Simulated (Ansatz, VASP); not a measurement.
# CsBr in VASP and in Ansatz

The input INCAR:

```
SYSTEM = CsBr
PREC = Accurate
ENCUT = 520
EDIFF = 1E-6
ISMEAR = 0
SIGMA = 0.05
LREAL = .False.
LASPH = .True.
NELM = 100
ALGO = Normal
ISIF = 2
LWAVE = .False.
LCHARG = .False.
NBANDS = 15
```

File KPOINTS:

```
Automatic mesh
0
Gamma
  6 6 6
  0 0 0
```

Contents of POSCAR:

```
CsBr
1.0
    4.2860000000      0.0000000000      0.0000000000
    0.0000000000      4.2860000000      0.0000000000
    0.0000000000      0.0000000000      4.2860000000
Cs Br
1 1
Direct
    0.0000000000      0.0000000000      0.0000000000
    0.5000000000      0.5000000000      0.5000000000
```

Input for Ansatz:

```yaml
crystal:
  lattice:
    - [4.286, 0.0, 0.0]
    - [0.0, 4.286, 0.0]
    - [0.0, 0.0, 4.286]
  atoms:
    - { symbol: Cs, position: [0.0, 0.0, 0.0] }
    - { symbol: Br, position: [0.5, 0.5, 0.5] }
basis:
  ecutwfc: 420
kpoints:
  mp_grid: { grid: [6, 6, 6] }
hamiltonian:
  xc: lda
scf:
  occupations: { method: gaussian, width: 0.05 }
output:
  forces: true
  stress: true
  eigenvalues: true
```

Alike in both runs: task single point; functional LDA; k mesh 6 × 6 × 6; occupations gaussian, width 0.05 eV; no spin polarisation.

|  | VASP | Ansatz |
| --- | --- | --- |
| version | VASP 6.6.1 | Ansatz 0.2.0 |
| potentials or method | VASP PAW LDA potentials, release 64 (Cs_sv, Br) | scalar-relativistic, plane waves, PAW |
| plane-wave cutoff (eV) | 520 | 420 |
| valence electrons in the cell | 16 | 16 |

VASP gave:

```
gap on the k mesh at the Fermi level (eV) : 4.14
least direct gap on the mesh (eV)         : 4.14
pressure (GPa)                            : -1.6
```

Problem. Estimate Ansatz's values.

Solution. gap on the k mesh at the Fermi level (eV): 4.13; least direct gap on the mesh (eV): 4.13; pressure (GPa): -1.7.

Caveats: spin-orbit coupling is left out, which moves the levels of the heavy elements.
